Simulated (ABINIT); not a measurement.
## CdSe (Cadmoselite): single point with LDA

**What was measured.**

A printed reference work, data compilation reports, for a bulk crystal of CdSe at 2 K: band gap 1.841 eV.

Crystal: CdSe (Cadmoselite).

```
CELL_PARAMETERS angstrom
4.30000 0.00000 0.00000
-2.15000 3.72391 0.00000
0.00000 0.00000 7.02000
ATOMIC_POSITIONS crystal
Cd 0.66667 0.33333 0.50000
Cd 0.33333 0.66667 0.00000
Se 0.66667 0.33333 0.88500
Se 0.33333 0.66667 0.38500
```

```yaml
Program: ABINIT 10.8.3 (patched build)
Task: single point
Functional: LDA
Potentials_or_basis: JTH PAW LDA v2.0
Cutoff: 463 eV
k_mesh: 6 × 6 × 3
Occupations: fermi-dirac, width 0.05 eV
Spin: no spin polarisation
```

The largest force is 0.256 eV/Å, the band gap on the k mesh is 0.42 eV, direct and the valence electrons inside the program's atomic spheres are Cd 10.46; Se 3.95.

Forces on the atoms (eV/Å):
```
Cd   0.000  0.000  0.256
Cd   0.000  0.000  0.256
Se   0.000  0.000 -0.256
Se   0.000  0.000 -0.256
```

Levels at points of the mesh, in eV from the valence-band top:
```
           k point  band 16  band 17  band 18  band 19  band 20  band 21
(0.00, 0.00, 0.00)    -0.02     0.00     0.00     0.42     1.88     5.74
(0.50, 0.00, 0.00)    -1.89    -1.27    -0.85     3.03     3.11     4.64
```

Run time: 39 s on 1 thread of Arm Neoverse V1, on a shared host, peak memory 0.12 GiB.

A measured gap of CdSe is 1.841 eV (2 K; a printed reference work, data compilation); the calculated 0.42 eV misses it by -1.42 eV. So large a miss can be the level of theory's own, or it may mean another phase, state or a wrong row. Spin-orbit coupling on Cd, Se is left out. The value is that of LDA, without temperature or zero-point motion. Semilocal functionals fall short of measured gaps as a rule.
